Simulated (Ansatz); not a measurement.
## AlGaN2: how the free axis answers a strain

AlGaN2, P-4m2, a = 3.139 Å, c = 4.422 Å. The structure is a Materials Project entry; whether it is the stable form wasn't checked. Ansatz: r2SCAN, PAW, 500 eV, Γ-centred 8×8×6 mesh on 4 atoms, Gaussian smearing 0.02 eV; no spin polarisation. Series: uniaxial strain along a, with b, c and atoms relaxed; x is the strain in per cent. y is the change of c in per cent of 4.422 Å.

```tsv
x (%)	y (%)
-6.0	?
-4.0	2.26
-2.0	1.17
0.0	0.00
2.0	-1.22
4.0	-2.51
6.0	-3.88
```

Fit y = c1 x + c2 x² to the other rows, say what c1 measures, and predict the missing y.

Least squares on the rows shown. y = −0.5973 x − 0.008077 x². So −c1 = 0.597 is Poisson's ratio for this pair of axes, over the isotropic limit of 0.5, which a direction in an anisotropic crystal may pass. Along b the same runs (not shown) give -0.11: b grows with the strained axis. At x = -6.0 the fit asked for gives 3.29 %. The run gave 3.30 %, so the fit is 0.01 % too low, within twice the rms miss on the fitted rows (0.006 %).